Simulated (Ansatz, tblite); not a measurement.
## A script for HfO₂ (GFN2-xTB)

These are simulated results from tblite 0.8.0, not measurements. The cell began as a database structure and was relaxed with r2SCAN in plane waves (Ansatz 0.2.0). All runs are without spin polarisation.

Space group Pca2_1 (No. 29), orthorhombic; conventional cell a = 5.247 Å, b = 5.030 Å, c = 5.059 Å, 11.13 Å³ an atom. Hf is surrounded by 7 O at 2.03–2.24 Å; O is surrounded by 3 Hf at 2.03–2.14 Å; O is surrounded by 4 Hf at 2.12–2.24 Å.

tblite solves periodic systems at the zone centre alone, so the script builds a cluster of 2×2×2 conventional cells (96 atoms), which folds in a coarse mesh of k points.

The script, run.py:

```python
import json
from ase import Atoms
from ase.build import make_supercell
from ase.units import Bohr, GPa, Hartree
from tblite.interface import Calculator

atoms = Atoms(['Hf', 'Hf', 'Hf', 'Hf', 'O', 'O', 'O', 'O', 'O', 'O', 'O', 'O'],
              cell=[[5.24650541, 0.0, 0.0], [0.0, 5.03036792, 0.0], [0.0, 0.0, 5.05929991]],
              scaled_positions=[[0.032508921, 0.267018086, 0.241087719], [0.467491079, 0.267018086, 0.741087719], [0.532508921, 0.732981914, 0.241087719], [0.967491079, 0.732981914, 0.741087719], [0.367034575, 0.070013834, 0.380767717], [0.132965425, 0.070013834, 0.880767717], [0.732173906, 0.461093031, 0.491144565], [0.767826094, 0.461093031, 0.991144565], [0.267826094, 0.538906969, 0.991144565], [0.232173906, 0.538906969, 0.491144565], [0.867034575, 0.929986166, 0.380767717], [0.632965425, 0.929986166, 0.880767717]],
              pbc=True)
cluster = make_supercell(atoms, [[2, 0, 0], [0, 2, 0], [0, 0, 2]])
calc = Calculator('GFN2-xTB', cluster.numbers, cluster.positions / Bohr, lattice=cluster.cell[:] / Bohr, periodic=cluster.pbc)
calc.set('temperature', 0.02 / Hartree)
calc.set('max-iter', 150)
res = calc.singlepoint()
levels = res.get('orbital-energies') * Hartree
nv = round(res.get('orbital-occupations').sum() / 2)
cells = len(cluster) // len(atoms)
out = {'energy_per_cell': res.get('energy') * Hartree / cells, 'homo': levels[nv - 1], 'lumo': levels[nv],
       'stress': (-res.get('virial') * Hartree / cluster.get_volume() / GPa).tolist(), 'charges': res.get('charges')[:len(atoms)].tolist(), 'electrons': 2 * nv / cells}
json.dump(out, open('results.json', 'w'))
for key, value in out.items():
    print(key, value)
```

Command: `python run.py`. It took 15 s on 1 thread of Arm Neoverse V1 (shared host), peak memory 0.14 GiB.

The log:

```
------------------------------------------------------------
  cycle        total energy    energy error   density error
------------------------------------------------------------
      1     -291.1234191397  -2.9148687E+02   5.4219234E-01
      2     -307.5319708495  -1.6408552E+01   2.1097959E-01
      3     -310.5085108652  -2.9765400E+00   2.0289769E-01
      4     -311.9207722585  -1.4122614E+00   9.2686159E-02
      5     -312.5280892043  -6.0731695E-01   5.5506400E-02
      6     -312.3393966900   1.8869251E-01   6.9681854E-02
      7     -312.3681614136  -2.8764724E-02   6.3563650E-02
      8     -312.4646368495  -9.6475436E-02   4.1798568E-02
      9     -312.4366304321   2.8006417E-02   4.5900395E-02
     10     -312.4919406360  -5.5310204E-02   3.8011317E-02
     11     -312.5689240593  -7.6983423E-02   1.1556325E-02
     12     -312.5753455788  -6.4215195E-03   8.2204237E-03
     13     -312.5752852897   6.0289120E-05   8.6960806E-03
     14     -312.5779220875  -2.6367978E-03   6.5318458E-03
     15     -312.5741218532   3.8002343E-03   9.7238334E-03
     16     -312.5744640777  -3.4222448E-04   1.1392801E-02
     17     -312.5819712875  -7.5072098E-03   6.1110409E-03
     18     -312.5811763731   7.9491446E-04   8.3729207E-03
     19     -312.5810876444   8.8728694E-05   1.0404395E-02
     20     -312.5791051780   1.9824663E-03   1.1883141E-02
     21     -312.5841331861  -5.0280081E-03   4.7166067E-03
     22     -312.5808861743   3.2470118E-03   9.2844857E-03
     23     -312.5866559613  -5.7697870E-03   3.0850879E-03
     24     -312.5865672741   8.8687268E-05   1.9316450E-03
     25     -312.5864603838   1.0689026E-04   2.1885314E-03
     26     -312.5864929974  -3.2613556E-05   2.6250615E-03
     27     -312.5862671207   2.2587669E-04   3.1291771E-03
     28     -312.5865149760  -2.4785536E-04   2.2413256E-03
     29     -312.5867384866  -2.2351058E-04   1.1117230E-03
     30     -312.5867859350  -4.7448368E-05   7.8288811E-04
     31     -312.5867845601   1.3748383E-06   8.2563631E-04
     32     -312.5867873194  -2.7592633E-06   9.5086338E-04
     33     -312.5867908096  -3.4901554E-06   1.0452257E-03
     34     -312.5867910244  -2.1479258E-07   9.3294873E-04
     35     -312.5867904561   5.6827429E-07   5.8485283E-04
     36     -312.5867919819  -1.5258296E-06   3.7935831E-04
     37     -312.5867902979   1.6839940E-06   2.9117233E-04
     38     -312.5867869552   3.3427083E-06   3.1687135E-04
     39     -312.5867883969  -1.4416776E-06   4.4637464E-04
     40     -312.5867919923  -3.5953941E-06   3.1461503E-04
     41     -312.5867933969  -1.4045777E-06   1.8352140E-04
     42     -312.5867942338  -8.3690350E-07   1.2099851E-04
     43     -312.5867940845   1.4923796E-07   1.1333596E-04
     44     -312.5867928529   1.2316598E-06   1.8806734E-04
     45     -312.5867937831  -9.3025591E-07   1.6894718E-04
     46     -312.5867946309  -8.4773671E-07   6.8809628E-05
     47     -312.5867948496  -2.1874507E-07   3.6989538E-05
     48     -312.5867949264  -7.6818480E-08   2.6503512E-05
     49     -312.5867949450  -1.8555852E-08   2.3362094E-05
     50     -312.5867949154   2.9564546E-08   2.7529522E-05
     51     -312.5867949224  -7.0048713E-09   3.1606308E-05
     52     -312.5867949478  -2.5384338E-08   1.8917153E-05
------------------------------------------------------------

 total:                                  14.625 sec
energy_per_cell -1063.2399929305543
homo -13.288824844602035
lumo -11.975141497634887
stress [[-20.555050129984938, 9.082223935500162e-05, -6.394176571123614e-06], [9.082223935496447e-05, -19.38772773376378, -1.4950194126742283e-06], [-6.3941765712342854e-06, -1.4950194124919002e-06, -16.124303808238505]]
charges [0.8965802129425026, 0.896547499383512, 0.8966002196673417, 0.8965727695059486, -0.44610103465024586, -0.44609275097729517, -0.4504755966722891, -0.4504710576610622, -0.45047208711888054, -0.4504811325453082, -0.44608368153998157, -0.4460869825494287]
electrons 64.0
```

The cycle table is in hartree for the whole cluster, and the lines after it are in eV (the energy for one cell). The printed stress is in GPa and positive in compression, and the pressure is its mean diagonal.

GFN2-xTB gives a gap of 1.31 eV. On the same cell, plane-wave PBE (Ansatz, 6×6×6 k points and the special points) gives a gap of 4.44 eV and r2SCAN a gap of 4.96 eV; on shared hosts these took about 110 and 220 core-seconds on the 12-atom cell, against 15 for the script. Spin-orbit coupling, left out in all these runs, can cut or reorder the gap by tenths of an eV, up to about 1 eV with Pb or Bi. xTB was fitted to molecules, so gaps, charges and pressures of solids can be far off, and the gap also depends on the size of the cluster.

The pressure on this cell is -18.7 GPa (positive in compression).

xTB was fitted mostly to molecules, and a small cluster samples few k points, so gaps, pressures and kinks along a curve can be far from a solid's.

No spin-orbit coupling is included; it can move band edges with weight on the heavy atoms by tenths of an eV.
